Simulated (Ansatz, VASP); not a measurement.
**Two plane-wave programs on KBr**

```
K Br
1.0
    -0.02543    3.30225    3.30225
     3.30225   -0.02543    3.30225
     3.27682    3.27682    0.00000
K Br
1 1
Direct
  0.00000 0.00000 0.00000
  0.50000 0.50000 0.50000
```

Change from the starting cell: shear_xy strain -1.5%.

Alike in both runs: task single point; functional r2SCAN; k mesh 6 × 6 × 6; no spin polarisation.

|  | VASP | Ansatz |
| --- | --- | --- |
| version | VASP 6.6.1 | Ansatz 0.2.0 |
| potentials or method | VASP PAW PBE potentials, release 64 (K_sv, Br) | plane waves, PAW |
| plane-wave cutoff (eV) | 520 | 500 |
| occupations | gaussian, width 0.01 eV | fixed |
| valence electrons in the cell | 16 | 16 |

```tsv
	VASP	Ansatz	Ansatz less VASP
gap on the k mesh at the Fermi level (eV)	5.06	5.05	-0.002
pressure (GPa)	0.0	0.0	0.00
largest component of the traceless stress (GPa)	0.08	0.08	+0.001
```

Caveats: the PAW data sets were made with another functional, which shifts forces and pressure a little (VASP).
